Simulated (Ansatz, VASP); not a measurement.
ZrC in VASP and in Ansatz

Contents of INCAR:

```
PREC = Accurate
ENCUT = 520
EDIFF = 1E-7
ISMEAR = 0
SIGMA = 0.1
LREAL = F
LASPH = T
NELM = 100
ALGO = Normal
ISIF = 2
LWAVE = F
LCHARG = T
GGA = PE
LELF = T
LVHAR = T
NBANDS = 15
```

File KPOINTS:

```
regular mesh
0
Gamma
  6 6 6
```

POSCAR

```
ZrC
1.0
    0.0000000000      2.3564331500      2.3564331500
    2.3564331500      0.0000000000      2.3564331500
    2.3564331500      2.3564331500      0.0000000000
Zr C
1 1
Direct
    0.0000000000      0.0000000000      0.0000000000
    0.5000000000      0.5000000000      0.5000000000
```

Input for Ansatz:

```yaml
crystal:
  lattice:
    - [0.0, 2.356433, 2.356433]
    - [2.356433, 0.0, 2.356433]
    - [2.356433, 2.356433, 0.0]
  atoms:
    - { symbol: Zr, position: [0.0, 0.0, 0.0] }
    - { symbol: C, position: [0.5, 0.5, 0.5] }
basis:
  ecutwfc: 420
kpoints:
  mp_grid: { grid: [6, 6, 6] }
hamiltonian:
  xc: pbe
scf:
  occupations: { method: gaussian, width: 0.1 }
output:
  forces: true
  stress: true
  eigenvalues: true
```

The cell is a database's computed one.

Alike in both runs: task single point; functional PBE; k mesh 6 × 6 × 6; occupations gaussian, width 0.1 eV; no spin polarisation.

|  | VASP | Ansatz |
| --- | --- | --- |
| version | VASP 6.6.1 | Ansatz 0.2.0 |
| potentials or method | VASP PAW PBE potentials, release 64 (Zr_sv, C) | scalar-relativistic, plane waves, PAW |
| plane-wave cutoff (eV) | 520 | 420 |
| valence electrons in the cell | 16 | 16 |

|  | VASP | Ansatz | Ansatz less VASP |
| --- | --- | --- | --- |
| gap on the k mesh at the Fermi level (eV) | none | none | - |
| pressure (GPa) | -0.3 | -0.5 | -0.25 |

A gap of «none» marks a metal or a gap that the smearing closes.

Caveats: the k mesh is coarse (spacing up to 0.38 Å⁻¹), so the values aren't converged.
